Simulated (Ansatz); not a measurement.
# Sn (bcc)

The computed numbers are results of PBE, scalar-relativistic (no spin polarisation) in the plane-wave PAW code Ansatz at 420 eV, 16×16×16 k-mesh, Gaussian smearing of 0.05 eV; PAW files: Ansatz's generated set soft_2.

```cif
data_structure
_symmetry_space_group_name_H-M 'P 1'
_symmetry_Int_Tables_number 1
_cell_length_a 3.3057
_cell_length_b 3.3057
_cell_length_c 3.3057
_cell_angle_alpha 109.471
_cell_angle_beta 109.471
_cell_angle_gamma 109.471
_cell_volume 27.81
loop_
_atom_site_label
_atom_site_type_symbol
_atom_site_fract_x
_atom_site_fract_y
_atom_site_fract_z
_atom_site_occupancy
Sn1 Sn 0.00000 0.00000 0.00000 1
```

At room temperature and ambient pressure Sn takes another structure.

Which orbitals carry the states at the Fermi level, and how many states are there?

Within 0.1 eV of it: Sn 5p 87 %, Sn 5s 13 % (shares among the projected shells). The density of states at the Fermi level is about 0.61 states/eV per cell, averaged over 0.3 eV.

Density of states (tetrahedra, averaged over 0.5 eV; states/eV per cell of 1 atom; energy in eV from the Fermi level):

| E (eV) | DOS |
| --- | --- |
| -6.60 | 0.51 |
| -6.10 | 0.58 |
| -5.60 | 0.48 |
| -5.10 | 0.18 |
| -4.60 | 0.09 |
| -4.10 | 0.16 |
| -3.60 | 0.31 |
| -3.10 | 0.44 |
| -2.60 | 0.62 |
| -2.10 | 0.52 |
| -1.60 | 0.50 |
| -1.10 | 0.53 |
| -0.60 | 0.58 |
| -0.10 | 0.61 |
| 0.40 | 0.60 |
| 0.90 | 0.60 |
| 1.40 | 0.60 |
| 1.90 | 0.61 |
| 2.40 | 0.62 |
| 2.90 | 0.64 |
| 3.40 | 0.65 |
| 3.90 | 0.63 |
